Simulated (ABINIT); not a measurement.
Here is an ABINIT 10.8.3 (patched build) calculation.

run.abi

```
# Pseudopotentials
pp_dirpath "./"
pseudos "Hf.upf, O.upf"

# Structure
acell 3*1.0 Angstrom
rprim
     0.0000000000     2.5575000000     2.5575000000
     2.5575000000     0.0000000000     2.5575000000
     2.5575000000     2.5575000000     0.0000000000
ntypat 2
znucl 72 8
natom 3
typat 1 2 2
xred
     0.0000000000     0.0000000000     0.0000000000
     0.7500000000     0.7500000000     0.7500000000
     0.2500000000     0.2500000000     0.2500000000

# Plane-wave basis
ecut 952.398519 eV

# k points
kptopt 1
ngkpt 7 7 7
nshiftk 1
shiftk 0.0 0.0 0.0

# Exchange and correlation
ixc 11

# Bands and occupations
nband 16
occopt 3
tsmear 0.05 eV

# SCF cycle
nstep 100
tolvrs 1.0e-10

# Output
iomode 3
prtwf 0
prtden 0
prteig 0
prtebands 0
enunit 2
```

Potentials or basis: PseudoDojo NC SR PBE v0.4.1 standard.

Launch:

```sh
$ mpirun --bind-to none -np 4 abinit run.abi > log 2>&1
```

What does it give for the band gap on the k mesh?

3.95 eV, indirect (least direct gap 4.11 eV).

Caveat: spin-orbit coupling is left out, which moves the levels of the heavy elements; an odd mesh through Γ misses points on the zone boundary, where band edges often lie.
